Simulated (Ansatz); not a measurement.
# GaP: the crystal squeezed far

How does GaP (rocksalt type) answer strong compression? The runs shown use PAW. Its runs: cell relaxed at zero pressure (PAW); volume scaled by 1 (PAW); volume scaled by 0.94 (PAW); volume scaled by 0.88 (PAW); volume scaled by 0.8 (PAW); volume scaled by 0.72 (PAW); volume scaled by 0.64 (PAW); volume scaled by 0.55 (PAW and PAW (core large)).

Program: Ansatz 0.2.0. Level of theory: DFT PBE, with the methods named in each step. These are calculated values, not measurements.

## (1) The structure to begin with

It takes space group Fm-3m (No. 225, cubic). Conventional cell: a = 4.694 Å, b = 4.694 Å, c = 4.694 Å, α = 90.00°, β = 90.00°, γ = 90.00°. Around Ga (site symmetry m-3m) lie 6 P at 2.35 Å. Around P (site symmetry m-3m) lie 6 Ga at 2.35 Å.

Coordinates:

```xyz
2
Lattice="0.0000 2.3472 2.3472 2.3472 0.0000 2.3472 2.3472 2.3472 0.0000" Properties=species:S:1:pos:R:3 pbc="T T T"
Ga    0.0000    0.0000    0.0000
P     2.3472    2.3472    2.3472
```

Whether this phase is the stable one at these pressures isn't tested.

Atoms are numbered in the order of the input: Ga1, P2.

## (2) Cell relaxed at zero pressure, PAW

input.yaml reads:

```yaml
crystal:
  lattice:
    - [0.0, 2.3472160896, 2.3472160896]
    - [2.3472160896, 0.0, 2.3472160896]
    - [2.3472160896, 2.3472160896, 0.0]
  atoms:
    - { symbol: Ga, position: [0.0, 0.0, 0.0] }
    - { symbol: P, position: [0.5, 0.5, 0.5] }
kpoints:
  mp_grid: { grid: [14, 14, 14] }
scf:
  occupations: { method: fermi_dirac, width: 0.1 }
hamiltonian:
  xc: pbe
  pseudopotentials: { kind: paw }
output:
  forces: true
  stress: true
  write_density: true
  write_potential: true
  elf: true
  volumetric_format: npy
relax:
  f_tol: 0.005
  max_steps: 40
  cell: {}
```

Run with:

```sh
ansatz run input.yaml --threads 1 --pin off --max-ram 2048MiB --backend cpu --events-out ev --progress --plain --runs-dir out
```

After this run come: Volume scaled by 1, PAW; Volume scaled by 0.94, PAW; Volume scaled by 0.88, PAW; Volume scaled by 0.8, PAW; Volume scaled by 0.72, PAW; Volume scaled by 0.64, PAW; Volume scaled by 0.55, PAW; Volume scaled by 0.55, PAW (core large).

Before running it: what results should come out? Wanted: PAW pressure at 0.55 of the volume; PAW; fitted bulk modulus at zero pressure.

As calculated:

```
                                       quantity      value
             PAW pressure at 0.55 of the volume  196.4 GPa
PAW (core large) pressure at 0.55 of the volume  196.4 GPa
     fitted bulk modulus at zero pressure (PAW)     92 GPa
                        its pressure derivative       4.22
```

In words: By PAW the pressure climbs to 196 GPa at 0.55 of the first volume. One third-order Birch-Murnaghan curve follows these points (B₀ = 92 GPa, B′ = 4.22, misfit at most 0.49 GPa). A fit over so wide a range leans to the high pressures, so B₀ can be off by several per cent. No all-electron run checks these rows here, and frozen cores can fail under such compression. The ions are at rest, and the electrons smeared by 0.1 eV.
